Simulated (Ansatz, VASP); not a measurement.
This is a calculation of HfN for Ansatz 0.2.0.

input.yaml

```yaml
crystal:
  lattice:
    - [0.0, 2.454822, 2.454822]
    - [2.454822, 0.0, 2.454822]
    - [2.454822, 2.454822, 0.0]
  atoms:
    - { symbol: Hf, position: [0.0, 0.0, 0.0] }
    - { symbol: "N", position: [0.25, 0.25, 0.25] }
hamiltonian:
  xc: pbesol
  pseudopotentials: { kind: paw }
kpoints:
  mp_grid: { grid: [9, 9, 9] }
scf:
  occupations: { method: fermi_dirac, width: 0.05 }
output:
  forces: true
  stress: true
  eigenvalues: true
relax:
  f_tol: 0.01
  max_steps: 40
  cell: { stress_tol: 0.05 }
```

Potentials or basis: Ansatz PAW.

The run is started by

```bash
$ ansatz run input.yaml --threads 2 --pin off --max-ram 5632MiB --backend cpu --events-out ev --progress --plain --runs-dir out
```

**Question.** Set up the same calculation for VASP 6.6.1. Potentials there: VASP PAW PBE potentials, release 64 (Hf_pv, N).

**Answer.** As run (the cutoff follows the program's own potentials):

INCAR

```
ALGO = Normal
EDIFF = 1E-6
EDIFFG = -0.01
ENCUT = 600
GGA = PS
IBRION = 2
ISIF = 3
ISMEAR = -1
LASPH = True
LCHARG = False
LREAL = False
LWAVE = False
NELM = 60
NSW = 60
PREC = Accurate
SIGMA = 0.05
```

The input KPOINTS:

```
k-points
0
Gamma
  9 9 9
```

POSCAR

```
HfN
1.0
    0.0000000000      2.4548220000      2.4548220000
    2.4548220000      0.0000000000      2.4548220000
    2.4548220000      2.4548220000      0.0000000000
Hf N
1 1
Direct
    0.0000000000      0.0000000000      0.0000000000
    0.2500000000      0.2500000000      0.2500000000
```

Potentials or basis: VASP PAW PBE potentials, release 64 (Hf_pv, N).

The run is started by

```bash
$ cat potpaw_PBE.64/Hf_pv/POTCAR potpaw_PBE.64/N/POTCAR > POTCAR
$ mpirun -np 1 vasp_std > vasp.out
```

Both were run:

|  | VASP | Ansatz | Ansatz less VASP |
| --- | --- | --- | --- |
| gap on the k mesh at the Fermi level, each at its own relaxed structure (eV) | none | none | - |
| relaxed volume (Å³/atom) | 14.35 | 14.41 | +0.058 |
| relaxed cell length with the largest relative difference (Å) | 3.437 | 3.441 | +0.0046 |
| energy change over the relaxation (meV/atom) | -9 | -6 | +2.4 |

A gap of «none» marks a metal or a gap that the smearing closes. The two sets of potentials don't hold the same shells in valence.

Caveats: the PAW data sets were made with another functional, which shifts forces and pressure a little (VASP); the plane-wave basis is chosen anew once the cell has moved, so the energies of steps on either side of that aren't comparable (Ansatz); the pressure holds a Pulay correction of +0.4 GPa for the finite cutoff (Ansatz); the PAW data sets come from PBE, with cores solved anew for the run's functional, which leaves a small shift of forces and pressure (Ansatz). The runs have no spin-orbit coupling, so splittings on Hf are missing.
